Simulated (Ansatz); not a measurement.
Relaxed bulk ZnO:

```cif
data_structure
_symmetry_space_group_name_H-M 'P6_3mc'
_symmetry_Int_Tables_number 186
_cell_length_a 3.2300
_cell_length_b 3.2300
_cell_length_c 5.2143
_cell_angle_alpha 90.000
_cell_angle_beta 90.000
_cell_angle_gamma 120.000
_cell_volume 47.11
loop_
_atom_site_label
_atom_site_type_symbol
_atom_site_symmetry_multiplicity
_atom_site_Wyckoff_symbol
_atom_site_fract_x
_atom_site_fract_y
_atom_site_fract_z
_atom_site_occupancy
Zn1 Zn 2 b 0.33333 0.66667 0.00158 1
O1 O 2 b 0.33333 0.66667 0.38052 1
```

Miller indices refer to the conventional cell of P6_3mc (No. 186), a = 3.230 Å, b = 3.230 Å, c = 5.214 Å, α = 90.00°, β = 90.00°, γ = 120.00°. The bulk's gap is 0.70 eV.

The (111) slab of 17 planes, 12.5 Å thick with 15 Å of vacuum as cut; outer planes ZnO (top) and ZnO (bottom).

Level of theory: DFT PBEsol, scalar-relativistic, plane waves, PAW in Ansatz. Settings: cutoff 420 eV, Γ-centred mesh 6×5×1 on the computed 34-atom cell, Gaussian smearing of 0.05 eV; no spin polarisation. The cell repeats along c with a dipole correction in the vacuum.

This cut of an insulator is polar or leaves open shells, so the slab is metallic here; real surfaces compensate by reconstruction or adsorbates.

With the atoms at the bulk's places:

```json
{"Surface energy (mean of both faces)": "2.08 J/m²", "Gap of the slab on the mesh": "none (metal or semimetal)", "Work function": "4.39 eV (top), 5.84 eV (bottom)", "Dipole of the slab along +c, per cell": "0.24 e·Å"}
```

Task: What changes when all atoms relax within this surface cell and its symmetry?

Result: The energy falls by 0.495 J/m² a face, and the largest move is 0.89 Å.

* Surface energy (mean of both faces): 1.58 J/m²
* Gap of the slab on the mesh: none (metal or semimetal)
* Work function: 3.93 eV (top), 6.16 eV (bottom)
* Dipole of the slab along +c, per cell: 0.38 e·Å

```
plane (bottom to top) atoms spacing to next, bulk (Å) relaxed (Å) change (%) rumpling (Å)
                    1    ZnO                      0.771        0.586       -24.1         0.370
                    2    ZnO                      0.771        0.605       -21.5         0.161
                    3    ZnO                      0.771        0.992       +28.6         0.181
                    4    ZnO                      0.771        0.646       -16.2         0.026
                    5    ZnO                      0.771        0.837        +8.5         0.136
                    6    ZnO                      0.771        0.741        -3.9         0.177
                    7    ZnO                      0.771        0.796        +3.2         0.149
                    8    ZnO                      0.771        0.763        -1.1         0.084
                    9    ZnO                      0.771        0.777        +0.8         0.119
                   10    ZnO                      0.771        0.781        +1.3         0.127
                   11    ZnO                      0.771        0.757        -1.9         0.181
                   12    ZnO                      0.771        0.825        +6.9         0.142
                   13    ZnO                      0.771        0.673       -12.8         0.001
                   14    ZnO                      0.771        0.960       +24.5         0.150
                   15    ZnO                      0.771        0.574       -25.5         0.355
                   16    ZnO                      0.771        0.706        -8.5         0.117
                   17    ZnO                                                             0.323
```

Spin polarisation was left out, and a magnetic state may lie lower.